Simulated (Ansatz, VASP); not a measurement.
**Sb in VASP and in Ansatz**

INCAR

```
SYSTEM = Sb
  PREC = Accurate
  ENCUT = 520
  EDIFF = 1E-8
  ISMEAR = -1
  SIGMA = 0.03
  LREAL = .FALSE.
  LASPH = .TRUE.
  NELM = 60
  ALGO = Normal
  ISIF = 2
  LWAVE = .FALSE.
  LCHARG = .FALSE.
  GGA = PE
  LEFG = .TRUE.
  NBANDS = 12
```

KPOINTS

```
Automatic mesh
0
G
  12 12 7
  0 0 0
```

The input POSCAR:

```
Sb
1.0
    3.3690001795      0.0000000000      0.0000000000
   -1.6845000898      2.9176397408      0.0000000000
    0.0000000000      0.0000000000      5.3300000000
Sb
2
Direct
    0.3333333333      0.6666666667      0.2500000000
    0.6666666667      0.3333333333      0.7500000000
```

Input for Ansatz:

```yaml
crystal:
  lattice:
    - [3.3690001795, 0.0, 0.0]
    - [-1.6845000898, 2.9176397408, 0.0]
    - [0.0, 0.0, 5.33]
  atoms:
    - { symbol: Sb, position: [0.3333333333, 0.6666666667, 0.25] }
    - { symbol: Sb, position: [0.6666666667, 0.3333333333, 0.75] }
kpoints:
  mp_grid: { grid: [12, 12, 7] }
  band_path:
    path:
      - [0.0, 0.0, 0.0]
      - [0.5, 0.0, 0.0]
      - [0.3333333333, 0.3333333333, 0.0]
      - [0.0, 0.0, 0.0]
      - [0.0, 0.0, 0.5]
      - [0.5, 0.0, 0.5]
      - [0.3333333333, 0.3333333333, 0.5]
      - [0.0, 0.0, 0.5]
      - [0.5, 0.0, 0.5]
    npoints: 8
scf:
  occupations: { method: fermi_dirac, width: 0.03 }
hamiltonian:
  xc: pbe
  pseudopotentials: { kind: paw }
output:
  forces: true
  stress: true
  eigenvalues: true
  efg: { contact_densities: true }
  populations: true
  bader: true
  dos: { projected: true, de: 0.2, e_range: [-14, 8] }
```

Alike in both runs: task electric field gradients; functional PBE; k mesh 12 × 12 × 7; occupations fermi-dirac, width 0.03 eV; no spin polarisation.

|  | VASP | Ansatz |
| --- | --- | --- |
| version | VASP 6.6.1 | Ansatz 0.2.0 |
| potentials or method | VASP PAW PBE potentials, release 64 (Sb) | PAW with Ansatz's default frozen-core files, scalar-relativistic |
| plane-wave cutoff (eV) | 520 | 420 |
| valence electrons in the cell | 10 | 30 |

```tsv
	VASP	Ansatz	Ansatz less VASP
pressure (GPa)	2.9	3.0	+0.14
largest component of the traceless stress (GPa)	0.92	0.92	-0.005
Vzz of the field gradient on the site that differs most (V/Å²)	22.0	23.8	+1.83
```

The functional is the same, so the differences come from potentials, cutoffs and numerics. The two sets of potentials don't hold the same shells in valence. Ansatz warned: «gradients_without_spin_orbit».

The runs have no spin-orbit coupling, so splittings on Sb are missing.
